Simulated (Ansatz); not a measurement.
# 2H-MoS2 bilayer (2H stacking) in a perpendicular field

Wanted: the out-of-plane response of the 2H-MoS2 bilayer (2H stacking). A positive field points along +c.

Program: Ansatz 0.2.0. Level of theory: plane-wave DFT, PBE-D3(BJ), Ansatz PAW. Results are calculated unless marked as measured.

Report form: the programs' logs are mostly left out.

### 1. The starting structure

The cell holds 6 atoms: 4 S and 2 Mo. Its edges and angles: a = 3.180 Å, b = 3.180 Å, c = 50.025 Å, α = 90.0°, β = 90.0°, γ = 120.0°. Regions: layer 1: 2H-MoS2, 3 atoms (2 S and 1 Mo); layer 2: 2H-MoS2, 3 atoms (2 S and 1 Mo). Vacuum lies along c.

### 2. Relaxing the slab

The starting cell is a guess, so the in-plane lattice and the atoms are relaxed first, with the slab cut off from its images along the normal.

input.yaml

```yaml
crystal:
  lattice:
    - [3.18, 0.0, 0.0]
    - [-1.59, 2.753960784, 0.0]
    - [0.0, 0.0, 50.0251954735]
  atoms:
    - { symbol: S, position: [0.3333333333, 0.6666666667, 0.4047960195] }
    - { symbol: Mo, position: [0.0, 0.0, 0.4374055646] }
    - { symbol: S, position: [0.3333333333, 0.6666666667, 0.4700151097] }
    - { symbol: S, position: [0.0, 0.0, 0.5299848903] }
    - { symbol: Mo, position: [0.3333333333, 0.6666666667, 0.5625944354] }
    - { symbol: S, position: [0.0, 0.0, 0.5952039805] }
  periodic: [true, true, false]
kpoints:
  mp_grid: { grid: [12, 12, 1] }
hamiltonian:
  xc: pbe
  dispersion: d3bj
scf:
  occupations: { method: fermi_dirac, width: 0.05 }
  convergence: { dr2_threshold: 1.0e-09 }
relax:
  f_tol: 0.004
  max_steps: 90
  cell: {}
output:
  write_potential: true
  write_density: true
  volumetric_format: npy
```

The run is started by

```console
$ ansatz run input.yaml --threads 2 --pin off --max-ram 4096MiB --backend cpu --events-out ev --progress --plain --runs-dir out
```

Run time: 3.3 min. Hardware: 2 threads of Intel Xeon at 2.50GHz (Skylake/Cascade Lake), shared host; peak memory 0.78 GiB.

Relaxation path:

```csv
step,energy less that of the first step (eV),largest force component (eV/Å),volume (Å³)
1,0.0000,1.2534,438.10
2,-0.1373,0.8118,436.78
3,-0.1907,0.2168,429.07
4,-0.2086,0.0300,430.21
5,-0.2099,0.0058,430.29
6,-0.2099,0.0006,430.36
7*,-0.2097,0.0006,430.36
```

Relaxation steps marked * repeat the geometry before them on a plane-wave basis chosen anew for their cell, so energy and pressure can jump there.

Forces are held to the 12 operations that the run works with; a distortion that breaks them can't arise in this run.

```csv
cell as run,before,after,change
a (Å),3.180,3.152,-0.9 %
b (Å),3.180,3.152,-0.9 %
```

The atoms that moved most (Å, along periodic axes as changes of fractional coordinates times the final cell, across vacuum about the mean position):

```csv
atom,dx,dy,dz,length
S1,0.000,0.000,0.165,0.165
S6,0.000,0.000,-0.165,0.165
Mo2,0.000,0.000,0.101,0.101
Mo5,0.000,0.000,-0.101,0.101
S4,0.000,0.000,-0.036,0.036
S3,0.000,0.000,0.036,0.036
```

The relaxed structure:

```xyz
6
Lattice="3.1518 0.0000 0.0000 -1.5759 2.7295 0.0000 0.0000 0.0000 50.0252" Properties=species:S:1:pos:R:3
S     0.0000    1.8197   20.4152
Mo    0.0000    0.0000   21.9828
S     0.0000    1.8197   23.5488
S     0.0000    0.0000   26.4764
Mo    0.0000    1.8197   28.0424
S     0.0000    0.0000   29.6100
```

The lattice constant a goes from 3.180 to 3.152 Å.

### 3. Atoms held, field 0, start network

A sawtooth potential applies the field, turning back in the middle of the vacuum. With the dipole correction the typed value is the field outside the slab. The induced dipole is small, so the SCF threshold is tight.

The cell differs from the one that the last finished run ended in (c 50.025 → 27.195 Å).

input.yaml

```yaml
crystal:
  lattice:
    - [3.1517751255, 0.0, 0.0]
    - [-1.5758875628, 2.7295173257, 0.0]
    - [0.0, 0.0, 27.1948081362]
  atoms:
    - { symbol: S, position: [0.3333333333, 0.6666666667, 0.3309455229] }
    - { symbol: Mo, position: [0.0, 0.0, 0.3885878768] }
    - { symbol: S, position: [0.3333333333, 0.6666666667, 0.4461741025] }
    - { symbol: S, position: [0.0, 0.0, 0.5538258975] }
    - { symbol: Mo, position: [0.3333333333, 0.6666666667, 0.6114121232] }
    - { symbol: S, position: [0.0, 0.0, 0.6690544771] }
kpoints:
  mp_grid: { grid: [18, 18, 1] }
  band_path:
    path: [[0, 0, 0], [0.5, 0, 0], [0.33333333, 0.33333333, 0], [0, 0, 0]]
    npoints: 16
hamiltonian:
  xc: pbe
  dispersion: d3bj
scf:
  occupations: { method: fermi_dirac, width: 0.02585 }
  convergence: { dr2_threshold: 1.0e-10 }
efield:
  axis: 3
  dipole_correction: true
  ramp_position: 0.97
  ramp_width: 0.06
  amplitude: 0
output:
  dos: { projected: true, e_range: [-6, 5] }
  write_potential: true
  write_density: true
  volumetric_format: npy
  elf: true
```

It took 50 s on 2 threads; peak memory 0.63 GiB.

This step gave:

| Property | Result |
| --- | --- |
| gap on the k-mesh | 1.211 eV |
| dipole along the normal | 3.20e-6 e·Å |
| gap along the path | 1.211 eV |
| smallest direct gap along the path | 1.743 eV |
| ionisation energy, upper face | 5.424 eV |
| electron affinity, upper face | 4.213 eV |
| gap, the smaller of path and mesh | 1.211 eV |

Running mean over a fixed 2.7 Å (it still follows the layers) of the planar mean; the ramp of the sawtooth is left out. Table of electron's electrostatic potential energy less the Fermi level by z:

```csv
z (Å),electron's electrostatic potential energy less the Fermi level (eV)
3.5,4.84
4.0,4.84
4.5,4.84
5.0,4.84
5.5,4.83
6.0,4.81
6.5,4.68
7.0,4.04
7.5,2.07
8.0,-0.470
8.5,-2.81
9.0,-6.15
9.5,-10.3
10.0,-12.0
10.5,-11.9
11.0,-12.0
11.5,-11.1
12.0,-7.33
12.5,-3.68
13.0,-1.79
13.5,-1.08
14.0,-1.36
14.5,-2.79
15.0,-5.72
15.5,-9.83
16.0,-12.0
16.5,-11.9
17.0,-12.0
17.5,-11.3
18.0,-7.81
18.5,-3.90
19.0,-1.41
19.5,1.09
20.0,3.43
20.5,4.54
21.0,4.78
21.5,4.83
22.0,4.84
22.5,4.84
23.0,4.84
23.5,4.84
24.0,4.84
```

The density of states has structure finer than the step of the table below, so its rows give means over 0.2 eV, whole bins alone (the curve runs from -6 to 1.53 eV). Peaks (eV: height): -4.98: 10.1, -4.76: 14.0, -4.18: 26.0, -3.11: 17.0, -2.91: 11.3, 1.20: 11.6, 1.28: 14.1.

Density of states against energy, zero at the Fermi level of the run, which the smearing sets inside the gap; means over each step:

```csv
energy (eV),density of states (states/eV a cell)
-5.8,2.27
-5.6,1.60
-5.4,2.36
-5.2,4.48
-5.0,6.87
-4.8,7.32
-4.6,3.98
-4.4,5.27
-4.2,9.93
-4.0,4.98
-3.8,3.30
-3.6,3.30
-3.4,3.45
-3.2,4.87
-3.0,9.25
-2.8,6.70
-2.6,4.56
-2.4,5.06
-2.2,3.49
-2.0,4.59
-1.8,6.65
-1.6,4.81
-1.4,3.54
-1.2,1.42
-1.0,0.392
-0.8,0.314
-0.6,0.162
-0.4,0
-0.2,0
0.0,0
0.2,0
0.4,0
0.6,0.494
0.8,2.93
1.0,4.61
1.2,9.19
1.4,7.59
```

Projected DOS per atom over height of the atomic layer and energy from the Fermi level. Layers: S Mo S S Mo S from below.

Ten even steps from '_' (0.00 states/eV) to '@' (2.86 states/eV), each cell a mean:
```
--@@::::@@--
..**....**..
__..____..__
____________
____________
____________
____________
____________
__--____--__
..**....**..
::--::::--::
--..----..--
==::----::==
==--====--==
..::....::..
..::....::..
--========--
--::::::::--
==--------==
::::----::::
..__....__..
::........::
```
Columns: height of the atomic layer (Å) from 9 to 18.2 (not evenly spaced); rows upwards: energy from the Fermi level (eV) from -5.96 to 1.51.

The electronic bands at the labelled points (eV, zero at the Fermi level of the run, which the smearing sets inside the gap):

```csv
point,band 23,band 24,band 25,band 26,band 27,band 28,band 29,band 30
Γ,-2.52,-2.37,-1.35,-0.58,1.74,1.74,1.76,1.76
halfway,-2.61,-2.25,-1.88,-1.80,0.94,1.26,1.34,1.39
M,-2.06,-1.93,-1.78,-1.71,1.26,1.29,1.70,1.86
halfway,-3.15,-2.88,-1.44,-1.34,1.12,1.19,1.96,2.08
K,-3.23,-3.23,-1.14,-1.04,0.70,0.70,1.63,2.22
halfway,-2.18,-2.09,-1.89,-1.88,0.63,1.05,1.39,1.54
Γ,-2.52,-2.37,-1.35,-0.58,1.74,1.74,1.76,1.76
```

ELF in the ca plane at fractional y = 0.667, with atoms of S and Mo within 0.2 Å of it. It is the smooth field of the valence electrons, not physical close to the nuclei.

Ten even steps from '0' (0.00) to '9' (0.94), each cell a mean:
```
00000000000000000012332233123321015788753224
00000000000000000012221133112210015788753235
00000000000000012467775222257775102577632222
00000000000000147899888422588899600234335763
00000000000001368997237522673289820012257576
00000000000001368997137622672179820012257566
00000000000000147999788522587799610134336774
00000000000000013578875222368876202566532322
```
Columns run along c (16.0 Å, from fractional 0.07 to 0.65 of the cell), rows up along a (3.2 Å). Atoms in or near the plane, at fractional coordinates: S at (0.33, 0.33), S at (0.45, 0.33), Mo at (0.61, 0.33).

Valence density in the ca plane at fractional y = 0.667, with atoms of S and Mo within 0.2 Å of it. It is the smooth field of the valence electrons, not physical close to the nuclei.

Values in e/Å³, 5 rows by 16 columns, each cell a mean:
```
0.0 0.0 0.0 0.0 0.0 0.0 0.0 0.2 0.5 0.6 0.2 0.1 0.1 0.5 0.4 0.3
0.0 0.0 0.0 0.0 0.0 0.0 0.1 0.5 0.4 0.5 0.5 0.2 0.1 0.4 0.5 0.6
0.0 0.0 0.0 0.0 0.0 0.0 0.4 0.9 0.6 0.5 0.9 0.6 0.1 0.2 2.3 3.5
0.0 0.0 0.0 0.0 0.0 0.0 0.5 0.8 0.6 0.5 0.8 0.7 0.1 0.2 3.1 4.5
0.0 0.0 0.0 0.0 0.0 0.0 0.2 0.7 0.5 0.4 0.7 0.3 0.1 0.3 0.9 1.2
```
Columns run along c (16.0 Å, from fractional 0.07 to 0.65 of the cell), rows up along a (3.2 Å). Atoms in or near the plane, at fractional coordinates: S at (0.33, 0.33), S at (0.45, 0.33), Mo at (0.61, 0.33).

Electrostatic potential energy in the ca plane at fractional y = 0.667, with atoms of S and Mo within 0.2 Å of it. With pseudopotentials it is smooth inside the atoms' cores, unlike the true potential.

Ten even steps from '0' (-44 eV) to '9' (7 eV), each cell a mean:
```
99999999999999999999998655789999999877888888
99999999999999999999998655789999999877888888
99999999999999999998888777788889999988887667
99999999999999999974236888863258999999851014
99999999999999999952214888732226999999720001
99999999999999999952313888732326999999720001
99999999999999999973226888852247999999851004
99999999999999999998778777887789999988876567
```
Columns run along c (16.0 Å, from fractional 0.07 to 0.65 of the cell; values clipped at the 3rd and 97th percentile), rows up along a (3.2 Å). Atoms in or near the plane, at fractional coordinates: S at (0.33, 0.33), S at (0.45, 0.33), Mo at (0.61, 0.33).

The gap is 1.21 eV, with the valence edge 5.42 eV and the conduction edge 4.21 eV under the upper vacuum level.

### 4. Atoms held, field 0.05 V/Å

Changes to input.yaml since step 3:

```diff
@@ -28,5 +28,4 @@
   ramp_width: 0.06
-  amplitude: 0
+  amplitude: 0.05
 output:
-  dos: { projected: true, e_range: [-6, 5] }
   write_potential: true
@@ -34,2 +33 @@
   volumetric_format: npy
-  elf: true
```

The job ended after 46 s (2 threads; peak memory 0.62 GiB; 90 s of CPU time).

The dipole is 0.0245 e·Å, and the gap 1.210 eV.

### 5. Single point, field -0.05 V/Å

Changes to input.yaml since step 4:

```diff
@@ -28,3 +28,3 @@
   ramp_width: 0.06
-  amplitude: 0.05
+  amplitude: -0.05
 output:
```

Wall time 50 s (2 threads); peak memory 0.63 GiB.

The dipole is -0.0245 e·Å, and the gap 1.210 eV.

### 6. Single point, field 0.1 V/Å

Changes to input.yaml since step 5:

```diff
@@ -26,5 +26,5 @@
   dipole_correction: true
-  ramp_position: 0.97
-  ramp_width: 0.06
-  amplitude: -0.05
+  ramp_position: 0.954
+  ramp_width: 0.0919
+  amplitude: 0.1
 output:
```

Wall time 52 s (2 threads); peak memory 0.62 GiB; 1.7 min of CPU time.

The dipole is 0.0490 e·Å, and the gap 1.205 eV.

### 7. Single point, field -0.1 V/Å

Changes to input.yaml since step 6:

```diff
@@ -28,3 +28,3 @@
   ramp_width: 0.0919
-  amplitude: 0.1
+  amplitude: -0.1
 output:
```

Wall time 50 s (2 threads); peak memory 0.63 GiB.

The dipole is -0.0490 e·Å, and the gap 1.205 eV.

### 8. Atoms held, field 0.2 V/Å

Changes to input.yaml since step 7:

```diff
@@ -28,3 +28,3 @@
   ramp_width: 0.0919
-  amplitude: -0.1
+  amplitude: 0.2
 output:
```

The job ended after 54 s (2 threads; peak memory 0.62 GiB).

The dipole is 0.0981 e·Å, and the gap 1.188 eV.

### 9. Atoms held, field -0.2 V/Å

Changes to input.yaml since step 8:

```diff
@@ -28,3 +28,3 @@
   ramp_width: 0.0919
-  amplitude: 0.2
+  amplitude: -0.2
 output:
```

Wall time 51 s (2 threads); peak memory 0.62 GiB.

The dipole is -0.0981 e·Å, and the gap 1.188 eV.

### 10. Atoms held, field 0.3 V/Å

Changes to input.yaml since step 9:

```diff
@@ -26,5 +26,5 @@
   dipole_correction: true
-  ramp_position: 0.954
-  ramp_width: 0.0919
-  amplitude: -0.2
+  ramp_position: 0.9514
+  ramp_width: 0.0972
+  amplitude: 0.3
 output:
```

The job ended after 52 s (2 threads; peak memory 0.62 GiB).

The dipole is 0.147 e·Å, and the gap 1.139 eV.

### 11. Single point, field -0.3 V/Å

Changes to input.yaml since step 10:

```diff
@@ -28,3 +28,3 @@
   ramp_width: 0.0972
-  amplitude: 0.3
+  amplitude: -0.3
 output:
```

Wall time 49 s (2 threads); peak memory 0.62 GiB; 96 s of CPU time.

The dipole is -0.147 e·Å, and the gap 1.139 eV.

### 12. Single point, field 0.4 V/Å

Changes to input.yaml since step 11:

```diff
@@ -26,5 +26,5 @@
   dipole_correction: true
-  ramp_position: 0.9514
-  ramp_width: 0.0972
-  amplitude: -0.3
+  ramp_position: 0.9173
+  ramp_width: 0.1655
+  amplitude: 0.4
 output:
```

Run time: 54 s. Hardware: 2 threads; peak memory 0.62 GiB.

The dipole is 0.196 e·Å, and the gap 1.083 eV.

### 13. Atoms held, field -0.4 V/Å

Changes to input.yaml since step 12:

```diff
@@ -28,3 +28,3 @@
   ramp_width: 0.1655
-  amplitude: 0.4
+  amplitude: -0.4
 output:
```

It took 55 s on 2 threads; peak memory 0.62 GiB.

The dipole is -0.196 e·Å, and the gap 1.083 eV.

### 14. Response, atoms held

This step: plane-wave DFT, PBE-D3(BJ), Ansatz PAW; response to a field along the normal, atoms held (Ansatz 0.2.0).

The dipoles give the slope, and the difference of two potentials shows where the field is screened.

This step gave:

```yaml
equivalent_conductor_thickness_p_eps_0ae: 10.32 Å
distance_between_the_outer_atoms: 9.195 Å
```

The dipole of the cell by applied field:

```csv
applied field (V/Å),dipole of the cell (e·Å)
-0.400,-0.196
-0.300,-0.147
-0.200,-0.0981
-0.100,-0.0490
-0.050,-0.0245
0.000,3.2e-6
0.050,0.0245
0.100,0.0490
0.200,0.0981
0.300,0.147
0.400,0.196
```

Local field over the applied field, running mean. From the potentials at -0.05 and 0.05 V/Å; running mean over 2.8 Å. The local field over applied field by z:

```csv
z (Å),local field over applied field
4.5,0.999
5.0,0.996
5.5,0.988
6.0,0.965
6.5,0.910
7.0,0.802
7.5,0.655
8.0,0.493
8.5,0.331
9.0,0.194
9.5,0.100
10.0,0.0556
10.5,0.0379
11.0,0.0456
11.5,0.0727
12.0,0.124
12.5,0.190
13.0,0.240
13.5,0.260
14.0,0.252
14.5,0.213
15.0,0.150
15.5,0.0896
16.0,0.0539
16.5,0.0380
17.0,0.0460
17.5,0.0780
18.0,0.151
18.5,0.274
19.0,0.429
19.5,0.594
20.0,0.747
20.5,0.874
21.0,0.949
21.5,0.981
22.0,0.994
22.5,0.998
23.0,0.999
```

Electrons, planar mean, per unit field. The induced electron density by z:

```csv
z (Å),induced electron density (e/Å³ per V/Å)
4.5,4.3e-6
5.0,1.4e-5
5.5,4.3e-5
6.0,1.3e-4
6.5,3.7e-4
7.0,1.0e-3
7.5,0.00232
8.0,0.00361
8.5,0.00204
9.0,9.7e-4
9.5,3.7e-4
10.0,-4.5e-4
10.5,6.7e-5
11.0,2.4e-4
11.5,4.9e-5
12.0,-8.2e-4
12.5,-0.00110
13.0,-0.00207
13.5,-4.7e-4
14.0,0.00171
14.5,0.00167
15.0,7.6e-4
15.5,4.2e-4
16.0,-3.4e-4
16.5,-1.9e-4
17.0,2.9e-4
17.5,1.9e-4
18.0,-0.00105
18.5,-0.00119
19.0,-0.00342
19.5,-0.00297
20.0,-0.00142
20.5,-5.5e-4
21.0,-2.0e-4
21.5,-6.7e-5
22.0,-2.2e-5
22.5,-6.8e-6
23.0,-2.1e-6
```

The smaller of the gaps on the path and on the k-mesh, counted as 0 under 0.03 eV. Gap against applied field:

```csv
applied field (V/Å),gap (eV)
-0.400,1.08
-0.300,1.14
-0.200,1.19
-0.100,1.21
-0.050,1.21
0.000,1.21
0.050,1.21
0.100,1.21
0.200,1.19
0.300,1.14
0.400,1.08
```

By hand: between -0.05 and 0.05 V/Å the dipole changes by 0.04905 e·Å, a slope of 0.4905 e·Å²/V. A perfect conductor of thickness t has p = ε₀AEt, so t = 180.95 × 0.4905 / 8.603 = 10.32 Å (e/ε₀ = 180.95 V·Å, A in Å²).

The induced dipole is that of a conductor 10.32 Å thick.

### 15. Outcome

| Item | Value |
| --- | --- |
| gap without field | 1.21 eV |
| ionisation energy, upper face | 5.42 eV |
| electron affinity, upper face | 4.21 eV |
| equivalent conductor thickness, atoms held | 10.3 Å |

In words: The induced dipole equals that of a perfect conductor 10.32 Å thick, while the outer atoms lie 9.19 Å apart; an out-of-plane ε follows only once a thickness t is chosen, by 1 − 1/ε = 10.32 Å / t. The gap goes from 1.21 eV to 1.08 eV at -0.4 V/Å. With the field reversed the gap is 1.08 eV at 0.4 V/Å. Semilocal functionals give gaps that are too small, and excitons are not included. Spin-orbit coupling is left out, which matters for the bands of elements this heavy.

[Logs are printed without paths, hosts, clocks, repeated set-up lines and the standing remarks that a program may print on its own settings, such as how far it seeks lower states.]

[Hosts, paths, dates, database ids (printed as entryN), source tags and the programs' standing remarks are cut or masked in the printed files.]

[Maps of the electrostatic potential energy from Ansatz leave out the sawtooth potential of an applied field or a dipole correction, so their vacuum need not be flat; planar profiles and work functions include it.]

[The density of states shown here was stored with 400 of the rows of the run's finer table, so its peaks can read low, often by over a quarter, or be missed, and its means over a window can be off by a tenth or more.]
